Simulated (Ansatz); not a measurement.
A plane-wave DFT run in Ansatz 0.2.0 (scalar-relativistic PAW potentials unless the input names others): input and command.

```yaml
crystal:
  lattice:
    - [5.56973022, 0.0, 0.0]
    - [0.0, 3.69491966, 0.0]
    - [0.0, 0.0, 20.76973022]
  atoms:
    - { symbol: Sn, position: [0.25, 0.5, 0.3273995343] }
    - { symbol: Sn, position: [0.75, 0.5, 0.3273995343] }
    - { symbol: Sn, position: [0.5, 0.0, 0.394440971] }
    - { symbol: Sn, position: [0.0, 0.0, 0.394440971] }
    - { symbol: Sn, position: [0.75, 0.5, 0.4515787137] }
    - { symbol: Sn, position: [0.25, 0.5, 0.4548750602] }
    - { symbol: Sn, position: [-0.0144694071, 0.0, 0.5257831891] }
    - { symbol: Sn, position: [0.5144694071, 0.0, 0.5257831891] }
    - { symbol: Sn, position: [0.25, 0.5, 0.5750294593] }
    - { symbol: Sn, position: [0.75, 0.5, 0.5924970784] }
    - { symbol: S, position: [0.75, 0.0, 0.6369539314] }
basis:
  ecutwfc: 420
kpoints:
  mp_grid: { grid: [4, 6, 1] }
hamiltonian:
  xc: pbe
scf:
  occupations: { method: gaussian, width: 0.1 }
  max_iter: 50
output:
  forces: true
  eigenvalues: true
efield:
  axis: 3
  dipole_correction: true
  ramp_width: 0.04
```

```bash
ansatz run input.yaml --threads 2 --pin off --max-ram 5120MiB --backend cpu --events-out ev --progress --plain --runs-dir out
```

Abridged log:
```
Pseudopotentials: kind: paw
Pseudopotential: Sn, paw, valence charge 14, recommended cutoff 420 eV (normal)
Pseudopotential: S, paw, valence charge 6, recommended cutoff 420 eV (normal)
Functional definition: PBE
Crystal: 11 atoms, lattice volume = 427.435 Å³
Basis set: ecut = 420 eV, 8375 PW (Γ), exchange–correlation on 80×50×288 points (8 copies of the dense FFT grid, shifted against one another)
Bands: 88, of which v1, the nominal top of the filled ones, is band 73 counted from 1 (72 counted from 0)
Symmetry: 4 space group operations
Space group: Pmm2 (ITA 25), of the structure as read, at distance tolerance 7.5e-5 Å
k-points: 12 of 24
Initial density: superposition of atomic densities (neutral atoms: chi_scale 0, normalization atom), corrected by the library's trained network
Initial wavefunctions: pseudopotential atomic-orbital guess
Functional: x = pbe(κ = 0.804, μ = 0.21951497), c = pbe(β = 0.06672455)
SCF iter   1: F=—  HF=-61107.977481 eV  |F-HF|=—  |Δ(HF+E_count)|=         —  Δρ=4.49e-3  dr2=5.81e-1  ethr=1.77e-3  p=-0.010 e·Å  D=-4.12e-3 V/Å  ΔV_dip=0.09 eV  dr2_dipole=1.90e-1  V_vac-E_F(+/−)=4.13/4.04 eV  ⟨swp⟩=13.3  Hψ=6723  notcnv=0  defer=18
efield: sawtooth ramp at fractional position 0.9622 (placed from the atoms, in the widest stretch of the axis that holds none; the zero of the levels goes with the place), width 0.0400; the density the first Hamiltonian is built on has a dipole p = -0.010 e·Å; the dipole correction subtracts the counter field D = -4.12e-3 V/Å, which shifts the + side's vacuum level by +0.09 eV against the − side's; the planar-averaged density in the ramp window peaks in size at 1.0e-4 e/Å³
SCF iter   2: F=—  HF=-61107.955380 eV  |F-HF|=—  |Δ(HF+E_count)|=   2.21e-2  Δρ=2.86e-3  dr2=8.71e-2  ethr=3.98e-4  p=-0.005 e·Å  D=-2.05e-3 V/Å  ΔV_dip=0.04 eV  dr2_dipole=2.61e-3  V_vac-E_F(+/−)=3.92/3.87 eV  ⟨swp⟩=3.1  Hψ=2283  notcnv=0  defer=84
SCF iter   3: F=—  HF=-61107.944530 eV  |F-HF|=—  |Δ(HF+E_count)|=   1.08e-2  Δρ=1.74e-3  dr2=3.90e-2  ethr=5.97e-5  p=-0.021 e·Å  D=-8.92e-3 V/Å  ΔV_dip=0.19 eV  dr2_dipole=1.60e-3  V_vac-E_F(+/−)=3.98/3.80 eV  ⟨swp⟩=3.1  Hψ=2201  notcnv=0  defer=84
SCF iter   4: F=—  HF=-61107.937724 eV  |F-HF|=—  |Δ(HF+E_count)|=   6.81e-3  Δρ=6.25e-4  dr2=6.93e-3  ethr=2.67e-5  p=-0.017 e·Å  D=-7.16e-3 V/Å  ΔV_dip=0.15 eV  dr2_dipole=1.17e-3  V_vac-E_F(+/−)=3.96/3.81 eV  ⟨swp⟩=2.5  Hψ=1975  notcnv=0  defer=84
SCF iter   5: F=—  HF=-61107.936892 eV  |F-HF|=—  |Δ(HF+E_count)|=   8.32e-4  Δρ=1.38e-4  dr2=5.71e-4  ethr=4.75e-6  p=-0.016 e·Å  D=-6.85e-3 V/Å  ΔV_dip=0.14 eV  dr2_dipole=1.49e-4  V_vac-E_F(+/−)=3.95/3.81 eV  ⟨swp⟩=2.4  Hψ=1832  notcnv=0  defer=84
SCF iter   6: F=—  HF=-61107.936844 eV  |F-HF|=—  |Δ(HF+E_count)|=   4.78e-5  Δρ=5.03e-5  dr2=2.45e-5  ethr=3.91e-7  p=-0.016 e·Å  D=-6.87e-3 V/Å  ΔV_dip=0.14 eV  dr2_dipole=7.67e-7  V_vac-E_F(+/−)=3.95/3.81 eV  ⟨swp⟩=2.2  Hψ=1916  notcnv=0  defer=84
SCF iter   7: F=—  HF=-61107.936804 eV  |F-HF|=—  |Δ(HF+E_count)|=   4.06e-5  Δρ=1.45e-5  dr2=1.55e-6  ethr=1.68e-8  p=-0.016 e·Å  D=-6.81e-3 V/Å  ΔV_dip=0.14 eV  dr2_dipole=1.30e-7  V_vac-E_F(+/−)=3.95/3.81 eV  ⟨swp⟩=3.5  Hψ=2136  notcnv=0  defer=83
SCF iter   8: F=—  HF=-61107.936805 eV  |F-HF|=—  |Δ(HF+E_count)|=   6.55e-7  Δρ=5.44e-6  dr2=1.85e-7  ethr=1.06e-9  p=-0.016 e·Å  D=-6.80e-3 V/Å  ΔV_dip=0.14 eV  dr2_dipole=2.56e-9  V_vac-E_F(+/−)=3.95/3.81 eV  ⟨swp⟩=2.8  Hψ=2294  notcnv=0  defer=83
SCF iter   9: F=-61107.936805 eV  HF=-61107.936805 eV  |F-HF|=6.23e-9  |Δ(HF+E_count)|=   1.35e-7  Δρ=2.07e-6  dr2=3.52e-8  ethr=6.85e-11  p=-0.016 e·Å  D=-6.80e-3 V/Å  ΔV_dip=0.14 eV  dr2_dipole=2.39e-9  V_vac-E_F(+/−)=3.95/3.81 eV  ⟨swp⟩=28.6  Hψ=7837  notcnv=0
SCF 1 converged in 9 iterations: F = -61107.936805 eV  dr2 = 3.52e-8
SCF converged after 9 iterations
Free energy (F): -61107.936805 eV
Harris-Foulkes:  -61107.936805 eV  (|F-HF|=6.23e-9)
Internal energy: -61107.911348 eV  (E = F + TS)
E sigma→0 (E₀):  -61107.924076 eV
Entropy (-TS):   -0.025457 eV (-2.314 meV/atom)
Fermi energy:    6.122447 eV
Dipole field:    D = -0.006843 V/Å  (p = -0.016164 e·Å, saw-weighted, corrected)
Work function:   Φ+ = 3.9515 eV   Φ− = 3.8094 eV
Levels:          The Fermi level and band energies are counted from a zero that moves with the ramp; work functions are not
--- Forces (eV/Å), atoms counted from 1 ---
  atom   1  Sn     0.00000000     0.00000000    -7.93781806
  atom   2  Sn     0.00000000     0.00000000    -8.75855183
  atom   3  Sn    -0.33206567     0.00000000    -4.11945649
  atom   4  Sn     0.33206567     0.00000000    -4.11945649
  atom   5  Sn     0.00000000     0.00000000     3.02457283
  atom   6  Sn     0.00000000     0.00000000     0.64586361
  atom   7  Sn     1.33638226     0.00000000     0.10987464
  atom   8  Sn    -1.33638226     0.00000000     0.10987464
  atom   9  Sn     0.00000000     0.00000000     9.88292852
  atom  10  Sn     0.00000000     0.00000000    -0.43932629
  atom  11  S      0.00000000     0.00000000    11.60152223
```

Problem. The run was meant for a cell not far from equilibrium. What should be changed?

Solution. The fault is a lattice far too small (lattice vectors times 0.800). Setting it back cures it. The run converged all the same, with an energy at zero smearing 3.1 eV/atom above the reference's, largest force 11.602 eV/Å, no gap on the mesh, so convergence alone doesn't show that an input is right. A reference run of the cell with lattice vectors 6.9622 0.0000 0.0000; 0.0000 4.6186 0.0000; 0.0000 0.0000 25.9622 Å and the atoms in their places converged, and the end of its own relaxation has largest force 0.514 eV/Å (on an atom or along a direction that it held fixed), no gap on the mesh.

It took 31 s on 2 threads of Arm Neoverse V1 (shared host), peak memory 0.86 GiB.